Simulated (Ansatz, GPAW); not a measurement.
This is a calculation of Al2Cu for Ansatz 0.2.0. The cell comes from a database or a generator and needn't be the stable form of this composition.

Contents of input.yaml:

```yaml
crystal:
  lattice:
    - [-2.0303375, 2.0303375, 2.851094]
    - [2.0303375, -2.0303375, 2.851094]
    - [2.0303375, 2.0303375, -2.851094]
  atoms:
    - { symbol: Cu, position: [0.5, 0.5, 0.0] }
    - { symbol: Al, position: [0.25, 0.75, 0.5] }
    - { symbol: Al, position: [0.75, 0.25, 0.5] }
hamiltonian:
  xc: pbesol
  pseudopotentials: { kind: paw }
kpoints:
  mp_grid: { grid: [9, 9, 9] }
scf:
  occupations: { method: fermi_dirac, width: 0.05 }
output:
  forces: true
  stress: true
  eigenvalues: true
```

Potentials or basis: Ansatz PAW.

Run with:

```console
$ ansatz run input.yaml --threads 1 --pin off --max-ram 3584MiB --backend cpu --events-out ev --progress --plain --runs-dir out
```

Task: Translate it to GPAW 26.7.0 (ASE script). Potentials or basis there: PAW data sets generated for this functional, cutoff 600 eV.

Result: As run (cutoffs and basis follow the program's own potentials, and thresholds, step limits or extra output files can differ):

File run.py:

```python
from ase import Atoms
from ase.dft.bandgap import bandgap
from ase.io import write
from ase.units import Bohr, GPa
from gpaw import GPAW, PW, setup_paths
from gpaw.elf import elf_from_dft_calculation

setup_paths.insert(0, '.')

atoms = Atoms(['Cu', 'Al', 'Al'],
              cell=[[-2.0303375, 2.0303375, 2.851094],
                    [2.0303375, -2.0303375, 2.851094],
                    [2.0303375, 2.0303375, -2.851094]],
              scaled_positions=[[0.5, 0.5, 0.0],
                                [0.25, 0.75, 0.5],
                                [0.75, 0.25, 0.5]],
              pbc=True)

calc = GPAW(mode=PW(600),
            xc='PBEsol',
            kpts={'size': (9, 9, 9), 'gamma': True},
            occupations={'name': 'fermi-dirac', 'width': 0.05},
            nbands=20,
            convergence={'density': 1e-05, 'energy': 1e-05},
            maxiter=150,
            txt='gpaw.txt')
atoms.calc = calc
energy = atoms.get_potential_energy()
forces = atoms.get_forces()
stress = atoms.get_stress()
calc.write('gs.gpw')
write('result.traj', atoms)
print(f'Energy: {energy:.6f} eV')
print('Forces (eV/A):')
print(forces.round(4))
print('Stress (GPa):', (stress / GPa).round(3))
print('Fermi level:', round(calc.get_fermi_level(), 4), 'eV')
print(f'Gap: {bandgap(calc)[0]:.4f} eV, direct: {bandgap(calc, direct=True)[0]:.4f} eV')

# fields on the real-space grid
write('density.cube', atoms, data=calc.get_pseudo_density() * Bohr**3)
write('potential.cube', atoms, data=calc.get_electrostatic_potential())
write('elf.cube', atoms, data=elf_from_dft_calculation(calc).data)
```

Potentials or basis: PAW data sets generated in the run's folder for this functional, pw.

Command:

```bash
$ gpaw-setup -f PBEsol Al Cu
$ OMP_NUM_THREADS=1 python run.py
```

Both were run:

|  | Ansatz | GPAW |
| --- | --- | --- |
| Pressure | -0.1 GPa | 0.5 GPa |

Ansatz's pressure holds a Pulay term of +0.06 GPa for its cutoff of 420 eV, which the other run lacks.

The potentials hold 25 and 17 valence electrons a cell.

Ansatz's potentials were made for PBE.

Where Ansatz's input types no cutoff or centring, it takes its own default and a Γ-centred mesh.

Pressure is positive in compression.
